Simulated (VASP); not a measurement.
# Au (P6_3/mmc) in VASP: notebook

Aim: see how the results for Au move with the level of theory and the settings. Levels: PBE, PBEsol+D3, LDA. Tasks: single point, relaxation of cell and atoms.

Everything below comes from runs of VASP 6.6.1. Logs are shortened: lines on timing, memory, paths and dates and some standing lists are left out, and cuts for length are marked.

**1. Starting point**

The structure is hexagonal, space group P6_3/mmc (No. 194). The conventional cell has a = 2.900 Å, b = 2.900 Å, c = 4.880 Å, α = 90.00°, β = 90.00°, γ = 120.00°. Au (site symmetry -6m2) has 12 Au at 2.90 to 2.96 Å as nearest neighbours.

This isn't the form of Au at room conditions, which is fcc.

**2. Single point, PBE**

The input, run.py:

```python
from ase.calculators.vasp import Vasp
from ase.dft.bandgap import bandgap
from ase.spacegroup import crystal

atoms = crystal(
    ['Au'],
    basis=[[0.6666666667, 0.3333333333, 0.25]],
    spacegroup=194,
    setting=1,
    cellpar=[2.9, 2.9, 4.88, 90.0, 90.0, 120.0],
    primitive_cell=True,
)
calc = Vasp(
    directory='calc',
    xc='pbe',
    pp='PBE',
    setups='recommended',
    prec='Accurate',
    encut=520,
    ediff=1e-06,
    ismear=0,
    sigma=0.05,
    lreal=False,
    lasph=True,
    nelm=100,
    algo='Normal',
    isif=2,
    lwave=False,
    lcharg=False,
    kpts=[11, 11, 6],
    gamma=True,
    nbands=18,
)
atoms.calc = calc

print('energy (eV):', atoms.get_potential_energy())
print('free energy (eV):', atoms.get_potential_energy(force_consistent=True))
print('forces (eV/A):')
print(atoms.get_forces())
print('stress (eV/A^3, Voigt):', atoms.get_stress())
print('Fermi level (eV):', calc.get_fermi_level())
gap, top, bottom = bandgap(calc)
print('band gap (eV):', gap, 'from (spin, k, band)', top, 'to', bottom)
```

Potentials or basis: VASP PAW PBE potentials, release 64 (Au).

On the command line:

```console
python run.py
```

The program printed:

```text
energy (eV): -6.42741958
free energy (eV): -6.42849099
forces (eV/A):
[[ 0. -0.  0.]
 [-0.  0.  0.]]
stress (eV/A^3, Voigt): [-0.01204945 -0.01204945 -0.00584449 -0.         -0.         -0.        ]
Fermi level (eV): 8.76393845
band gap (eV): 0.0 from (spin, k, band) (None, None, None) to (None, None, None)
```

OUTCAR:

```text
ENCUT = 520.000000
   EDIFF = 1.00e-06
   GGA = PE
   PREC = Accurate
   ISIF = 2
   ISMEAR = 0
   NELM = 100
   LASPH = .TRUE.
   LREAL = .FALSE.

 ion  position               nearest neighbor table
   1  0.667  0.333  0.250-   2 2.96   2 2.96   2 2.96   2 2.96   2 2.96   2 2.96
   2  0.333  0.667  0.750-   1 2.96   1 2.96   1 2.96   1 2.96   1 2.96   1 2.96

  LATTYP: Found a hexagonal cell.
 ALAT       =     2.9000000000
 C/A-ratio  =     1.6827586207

  Lattice vectors:

 A1 = (   2.9000000000,   0.0000000000,   0.0000000000)
 A2 = (  -1.4500000000,   2.5114736710,   0.0000000000)
 A3 = (   0.0000000000,   0.0000000000,   4.8800000000)

Analysis of symmetry for initial positions (statically):
=====================================================================
 Subroutine PRICEL returns:
 Original cell was already a primitive cell.

 Routine SETGRP: Setting up the symmetry group for a
 hexagonal supercell.

 Subroutine GETGRP returns: Found 24 space group operations
 (whereof 12 operations were pure point group operations)
 out of a pool of 24 trial point group operations.

The static configuration has the point symmetry D_3d.
 The point group associated with its full space group is D_6h.

Analysis of symmetry for dynamics (positions and initial velocities):
=====================================================================
 Subroutine PRICEL returns:
 Original cell was already a primitive cell.

 Routine SETGRP: Setting up the symmetry group for a
 hexagonal supercell.

 Subroutine GETGRP returns: Found 24 space group operations
 (whereof 12 operations were pure point group operations)
 out of a pool of 24 trial point group operations.

The dynamic configuration has the point symmetry D_3d.
 The point group associated with its full space group is D_6h.

 Subroutine INISYM returns: Found 24 space group operations
 (whereof 12 operations are pure point group operations),
 and found     1 'primitive' translations

----------------------------------------------------------------------------------------

                                     Primitive cell

  volume of cell :      35.5424

  direct lattice vectors                    reciprocal lattice vectors
     2.900000000  0.000000000  0.000000000     0.344827586  0.199086300  0.000000000
    -1.450000000  2.511473671  0.000000000     0.000000000  0.398172599  0.000000000
     0.000000000  0.000000000  4.880000000     0.000000000  0.000000000  0.204918033

  length of vectors
     2.900000000  2.900000000  4.880000000     0.398172599  0.398172599  0.204918033

  position of ions in fractional coordinates (direct lattice)
     0.666666667  0.333333333  0.250000000
     0.333333333  0.666666667  0.750000000

  ion indices of the primitive-cell ions
   primitive index   ion index
                 1           1
                 2           2

----------------------------------------------------------------------------------------

 KPOINTS: KPOINTS created by Atomic Simulation Env

Automatic generation of k-mesh.
 Grid dimensions read from file:
 generate k-points for:   11   11    6

 Generating k-lattice:

  Cartesian coordinates                     Fractional coordinates (reciprocal lattice)
     0.031347962  0.018098755  0.000000000     0.090909091  0.000000000  0.000000000
     0.000000000  0.036197509  0.000000000     0.000000000  0.090909091  0.000000000
     0.000000000  0.000000000  0.034153005     0.000000000  0.000000000  0.166666667

  Length of vectors
     0.036197509  0.036197509  0.034153005

  Shift w.r.t. Gamma in fractional coordinates (k-lattice)
     0.000000000  0.000000000  0.000000000

 Subroutine IBZKPT returns following result:
 ===========================================

 Found     64 irreducible k-points:

 Following reciprocal coordinates:
            Coordinates               Weight
  0.000000  0.000000  0.000000      1.000000
  0.090909 -0.000000  0.000000      6.000000
  0.181818 -0.000000  0.000000      6.000000
  0.272727 -0.000000  0.000000      6.000000
  0.363636  0.000000  0.000000      6.000000
  0.454545 -0.000000  0.000000      6.000000
[... 16 lines left out ...]
  0.090909  0.090909  0.166667     12.000000
  0.181818  0.090909  0.166667     24.000000
 [... further k-points ...]
   k-points           NKPTS =     64   k-points in BZ     NKDIM =     64   number of bands    NBANDS=     18
   number of dos      NEDOS =    301   number of ions     NIONS =      2
   total plane-waves  NPLWV =  20736
   dimension x,y,z NGX =    24 NGY =   24 NGZ =   36
   dimension x,y,z NGXF=    48 NGYF=   48 NGZF=   72
   ions per type =               2
   NGX,Y,Z   is equivalent  to a cutoff of  13.76, 13.76, 12.26 a.u.
   NGXF,Y,Z  is equivalent  to a cutoff of  27.52, 27.52, 24.53 a.u.
 SYSTEM =  unknown system
   PREC   = accura    normal or accurate (medium, high low for compatibility)
   ISTART =      0    job   : 0-new  1-cont  2-samecut
   ICHARG =      2    charge: 1-file 2-atom 10-const
   ISPIN  =      1    spin polarized calculation?
   LNONCOLLINEAR =      F non collinear calculations
   LSORBIT =      F    spin-orbit coupling
   LASPH  =      T    aspherical Exc in radial PAW
   ENCUT  =  520.0 eV  38.22 Ry    6.18 a.u.   5.39  5.39  9.07*2*pi/ulx,y,z
   NELM   =    100;   NELMIN=  2; NELMDL= -5     # of ELM steps
   EDIFF  = 0.1E-05   stopping-criterion for ELM
   LREAL  =      F    real-space projection
   EDIFFG = 0.1E-04   stopping-criterion for IOM
   NSW    =      0    number of steps for IOM
   IBRION =     -1    ionic relax: 0-MD 1-quasi-New 2-CG
   NFREE  =      0    steps in history (QN), initial steepest desc. (CG)
   ISIF   =      2    stress and relaxation
   ISYM   =      2    0-nonsym 1-usesym 2-fastsym
   POTIM  = 0.5000    time-step for ionic-motion
   TEBEG  =    0.0;   TEEND  =   0.0 temperature during run
   PSTRESS=    0.0 pullay stress
   NELECT =      22.0000    total number of electrons
   NUPDOWN=      -1.0000    fix difference up-down
   EMIN   =  10.00;   EMAX   =-10.00  energy-range for DOS
   EFERMI =   0.00;   METHOD = LEGACY
   ISMEAR =     0;   SIGMA  =   0.05  broadening in eV -4-tet -1-fermi 0-gaus
   EFERMI_NEDOS =   21; number of points for ismear=-14 and -15
   IALGO  =     38    algorithm
   IMIX   =      4    mixing-type and parameters
     AMIX     =   0.40;   BMIX     =  1.00
     AMIX_MAG =   1.60;   BMIX_MAG =  1.00
  volume/ion in A,a.u.               =      17.77       119.93
  Fermi-wavevector in a.u.,A,eV,Ry     =   1.395191  2.636528 26.484517  1.946557
  Thomas-Fermi vector in A             =   2.518667
   LORBIT       =      0    0 simple, 1 ext, 2 COOP (PROOUT), +10 PAW based schemes
   GGA     = PE    functional components
   LHFCALC =     F    Hartree Fock is set to
   AEXX    =    0.0000 exact exchange contribution
   IVDW    =     0    specifies the selected vdW correction
   LEPSILON=     F    determine dielectric tensor
   LRPA    =     F    only Hartree local field effects (RPA)
 non-spin polarized calculation
 Gauss-broadening in eV      SIGMA  =   0.05
  energy-cutoff  :      520.00
  volume of cell :       35.54
 maximum number of plane-waves:       984
 NGX is ok and might be reduce to    24
   NGX = 11   NGY = 11   NGZ = 19

 number of electron      22.0000001 magnetization

 Free energy of the ion-electron system (eV)
  ---------------------------------------------------
  ext. energy  EPLUGINS =         0.00000000
  ---------------------------------------------------
  free energy    TOTEN  =        -6.42849099 eV

  energy without entropy =       -6.42634818  energy(sigma->0) =       -6.42741958

 E-fermi :   8.7639     XC(G=0): -12.4657

 val. band max:        8.7388568757   @ k =   0.1818   0.1818   0.3333
 cond. band min:       8.7799769860   @ k =   0.2727   0.1818   0.5000
 fundamental gap:      0.0411201103
 Fermi energy:         8.7639384465

 k-point     1 :       0.0000    0.0000    0.0000
  band No.  band energies     occupation
      1      -0.6309      2.00000
      2       1.7594      2.00000
      3       4.1366      2.00000
      4       4.4178      2.00000
      5       4.4178      2.00000
      6       4.7043      2.00000
[... 10 lines left out ...]
     17      26.9083      0.00000
     18      26.9083      0.00000
[... 466 lines left out ...]
      2       2.8483      2.00000
      3       3.7157      2.00000
      4       3.8169      2.00000
      5       4.2248      2.00000
      6       4.6489      2.00000
[... 10 lines left out ...]
     17      24.7097      0.00000
     18      25.9705      0.00000

 [... further k-points ...]

------------------------ aborting loop because EDIFF is reached ----------------------------------------

  FORCE on cell =-STRESS in cart. coord.  units (eV):
  Direction    XX          YY          ZZ          XY          YZ          ZX
  --------------------------------------------------------------------------------------
  -------------------------------------------------------------------------------------
  Total        0.4282659      0.4282659      0.2077269      0.0000000     -0.0000000      0.0000000
  in kB       19.3053482     19.3053482      9.3639040      0.0000000     -0.0000000      0.0000000
  external PRESSURE =      15.9915335 kB  Pullay stress =       0.0000000 kB

 VOLUME and BASIS-vectors are now :
 -----------------------------------------------------------------------------
  energy-cutoff  :      520.00
  volume of cell :       35.54
      direct lattice vectors                 reciprocal lattice vectors
     2.900000000  0.000000000  0.000000000     0.344827586  0.199086300  0.000000000
    -1.450000000  2.511473671  0.000000000     0.000000000  0.398172599  0.000000000
     0.000000000  0.000000000  4.880000000     0.000000000  0.000000000  0.204918033

 POSITION                                       TOTAL-FORCE (eV/Angst)
 -----------------------------------------------------------------------------------
      1.45000      0.83716      1.22000         0.000000     -0.000000      0.000000
     -0.00000      1.67432      3.66000        -0.000000      0.000000      0.000000
 -----------------------------------------------------------------------------------
    total drift:                               -0.000000      0.000000     -0.000000

  FREE ENERGIE OF THE ION-ELECTRON SYSTEM (eV)
  ---------------------------------------------------
  free  energy   TOTEN  =        -6.4284909854 eV

  energy  without entropy=       -6.4263481787  energy(sigma->0) =       -6.42741958
```

INCAR:

```text
ENCUT = 520.000000
SIGMA = 0.050000
EDIFF = 1.00e-06
ALGO = Normal
GGA = PE
PREC = Accurate
ISIF = 2
ISMEAR = 0
NBANDS = 18
NELM = 100
LASPH = .TRUE.
LCHARG = .FALSE.
LWAVE = .FALSE.
LREAL = .FALSE.
```

It took 56 s on 1 thread of AMD EPYC 7R43 (Zen 3), shared host; peak memory 0.13 GiB.

Results:

| Quantity | Value |
| --- | --- |
| Free energy | -6.4285 eV |
| Pressure | 1.6 GPa |
| Band gap on the k mesh | none (metal or under the smearing width) |

Stress tensor (GPa, compression positive):
```
1.93 0.00 0.00
0.00 1.93 0.00
0.00 0.00 0.94
```

**3. Single point, PBEsol+D3 (cell strained at random at fixed volume)**

The input, INCAR:

```
SYSTEM = Au
  PREC = Accurate
  ENCUT = 600
  EDIFF = 1E-7
  ISMEAR = 1
  SIGMA = 0.1
  LREAL = .False.
  LASPH = .True.
  NELM = 80
  ALGO = Normal
  ISIF = 2
  LWAVE = .False.
  LCHARG = .True.
  GGA = PS
  IVDW = 11
  LELF = .True.
  LVHAR = .True.
  NBANDS = 26
```

The input, KPOINTS:

```
Automatic mesh
0
Gamma
  11 11 6
  0 0 0
```

The input, POSCAR:

```
Au
1.0
    3.0187660000      0.0412830000      0.0404690000
   -1.4736310000      2.3874160000     -0.0455310000
    0.0680990000     -0.0491530000      4.8917810000
Au
2
Direct
    0.6666666667      0.3333333333      0.2500000000
    0.3333333333      0.6666666667      0.7500000000
```

Potentials or basis: VASP PAW PBE potentials, release 64 (Au_sv_GW).

On the command line:

```console
cat potpaw_PBE.64/Au_sv_GW/POTCAR > POTCAR
mpirun -np 1 vasp_std > vasp.out
```

Run time: 9.4 min. Hardware: 1 thread of AMD EPYC 7R43 (Zen 3), shared host; peak memory 0.41 GiB.

Results (log left out):

| Item | Value |
| --- | --- |
| Free energy | -7.6510 eV |
| Pressure | -9.9 GPa |
| Largest force | 0.051 eV/Å |
| Band gap on the k mesh | none (metal or under the smearing width) |
| Dispersion energy per atom | -0.533 eV |

Forces in eV/Å, atoms in the order of the input:
```
Au   0.029  0.040  0.010
Au  -0.029 -0.040 -0.010
```

Stress tensor (GPa, compression positive):
```
-11.19  -1.75   0.19
 -1.75  -7.34   0.04
  0.19   0.04 -11.08
```

Levels at points of the mesh, in eV from the Fermi level:
```tsv
k point	band 15	band 16	band 17	band 18	band 19	band 20	band 21	band 22	band 23	band 24
(0.00, 0.00, 0.00)	-3.50	-3.42	-3.21	-2.18	-1.98	-0.97	2.47	14.42	15.61	16.59
(0.00, 0.00, 0.50)	-3.82	-3.82	-2.67	-2.63	-2.34	-2.32	10.29	10.29	14.73	14.73
```

Caveat: the PAW data sets were made with another functional, which shifts forces and pressure a little; pairwise dispersion overbinds metals, which lowers pressure and volume.

**4. Single point, PBE**

The input, INCAR:

```
PREC = Accurate
ENCUT = 550
EDIFF = 1E-6
ISMEAR = 0
SIGMA = 0.1
LREAL = F
LASPH = T
NELM = 60
ALGO = Fast
ISIF = 2
LWAVE = F
LCHARG = F
GGA = PE
```

The input, KPOINTS:

```
Automatic mesh
0
Gamma
  11 11 6
```

The input, POSCAR:

```
Au
1.0
    2.9000000000      0.0000000000      0.0000000000
   -1.4500000000      2.5114736710      0.0000000000
    0.0000000000      0.0000000000      4.8800000000
Au
2
Cartesian
    1.4500000001      0.8371578902      1.2200000000
   -0.0000000001      1.6743157808      3.6600000000
```

Potentials or basis: VASP PAW PBE potentials, release 64 (Au_GW).

On the command line:

```console
cat potpaw_PBE.64/Au_GW/POTCAR > POTCAR
mpirun -np 1 vasp_std > vasp.out
```

Wall time 37 s (1 thread of Intel Xeon Platinum 8259CL at 2.50GHz (Skylake/Cascade Lake), shared host); peak memory 0.18 GiB.

It converged, with:

* Free energy: -6.4499 eV
* Pressure: 1.4 GPa
* Band gap on the k mesh: none (metal or under the smearing width)

Stress tensor (GPa, compression positive):
```
1.71 0.00 0.00
0.00 1.71 0.00
0.00 0.00 0.86
```

Levels at points of the mesh, in eV from the Fermi level:
| k point | band 8 | band 9 | band 10 | band 11 | band 12 | band 13 | band 14 | band 15 |
| --- | --- | --- | --- | --- | --- | --- | --- | --- |
| (0.00, 0.00, 0.00) | -3.40 | -3.40 | -2.14 | -2.14 | -0.94 | 2.48 | 14.63 | 15.66 |
| (0.00, 0.00, 0.50) | -4.38 | -2.56 | -2.56 | -2.56 | -2.56 | 10.33 | 10.33 | 14.90 |

Spin-orbit coupling is left out, which matters for the levels of Au.

[end of part 1 of 2]
